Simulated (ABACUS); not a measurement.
A run of ABACUS 3.10.1:

File INPUT:

```
INPUT_PARAMETERS
suffix              ZrO2
calculation         nscf
basis_type          pw
pseudo_dir          ./
symmetry            -1
dft_functional      GGA_X_B86_MGC+GGA_C_PBE
ecutwfc             84.0
pseudo_rcut         10
nspin               1
nbands              22
ks_solver           dav
smearing_method     fd
smearing_sigma      0.00367493
scf_thr             1e-08
scf_nmax            100
mixing_type         broyden
mixing_beta         0.7
init_chg            file
pw_diag_thr         1e-07
out_band            1
kpar                4
```

The input STRU:

```
ATOMIC_SPECIES
Zr 91.2240 40_Zr_12_2.0_2.5_pbe_n_v1.0.upf
O 15.9990 08_O_6_1.2_1.4_pbe_n_v1.0.upf

LATTICE_CONSTANT
1.8897261246

LATTICE_VECTORS
0.0000000000 2.5450727050 2.5450727050
2.5450727050 0.0000000000 2.5450727050
2.5450727050 2.5450727050 0.0000000000

ATOMIC_POSITIONS
Direct

Zr
0.0
1
0.0000000000 0.0000000000 0.0000000000 1 1 1

O
0.0
2
0.7500000000 0.7500000000 0.7500000000 1 1 1
0.2500000000 0.2500000000 0.2500000000 1 1 1
```

Contents of KPT:

```
K_POINTS
12
Line
0.00000000 0.00000000 0.00000000 10 // G
0.50000000 0.00000000 0.50000000 10 // X
0.50000000 0.25000000 0.75000000 10 // W
0.37500000 0.37500000 0.75000000 10 // K
0.00000000 0.00000000 0.00000000 10 // G
0.50000000 0.50000000 0.50000000 10 // L
0.62500000 0.25000000 0.62500000 10 // U
0.50000000 0.25000000 0.75000000 10 // W
0.50000000 0.50000000 0.50000000 10 // L
0.37500000 0.37500000 0.75000000 1 // K
0.62500000 0.25000000 0.62500000 10 // U
0.50000000 0.00000000 0.50000000 1 // X
```

Potentials or basis: SPMS ONCV 1.0 PBE, plane waves.

Command:

```sh
$ OMP_NUM_THREADS=1 mpirun -np 4 abacus > log
```

Hardware: 4 MPI ranks on AMD EPYC 9R14 (Zen 4), on a shared host.

**Question.** How long does it take, and how much memory?

**Answer.** It took 8.3 s on 4 MPI ranks on AMD EPYC 9R14 (Zen 4), on a shared host, peak memory 0.4 GiB a rank. Counts: scf iterations 1, k points 102, bands 22, ranks 4.
